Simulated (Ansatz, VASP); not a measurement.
# MgO: VASP beside Ansatz

```
CELL_PARAMETERS angstrom
0.00000 2.13515 2.13515
2.13515 0.00000 2.13515
2.13515 2.13515 0.00000
ATOMIC_POSITIONS crystal
Mg 0.00000 0.00000 0.00000
O 0.42975 0.42975 0.57025
```

Alike in both runs: task single point; functional r2SCAN; k mesh 10 × 10 × 10; occupations gaussian, width 0.05 eV; no spin polarisation.

```csv
,VASP,Ansatz
version,VASP 6.6.1,Ansatz 0.2.0
potentials or method,"VASP PAW PBE potentials, release 64 (Mg, O)","scalar-relativistic, plane waves, PAW"
plane-wave cutoff (eV),520,500
valence electrons in the cell,8,16
```

Ansatz gave:

- gap on the k mesh at the Fermi level (eV): 5.20
- least direct gap on the mesh (eV): 5.20
- pressure (GPa): 1.6
- largest component of the traceless stress (GPa): 20.24
- rms of the force components (eV/Å): 1.350

Question: Estimate VASP's values.

Answer: gap on the k mesh at the Fermi level (eV): 5.17; least direct gap on the mesh (eV): 5.17; pressure (GPa): 0.8; largest component of the traceless stress (GPa): 20.74; rms of the force components (eV/Å): 1.372.

Atom by atom the forces differ by 0.022 eV/Å (rms over components). The two sets of potentials don't hold the same shells in valence.

Caveats: the PAW data sets were made with another functional, which shifts forces and pressure a little (VASP).
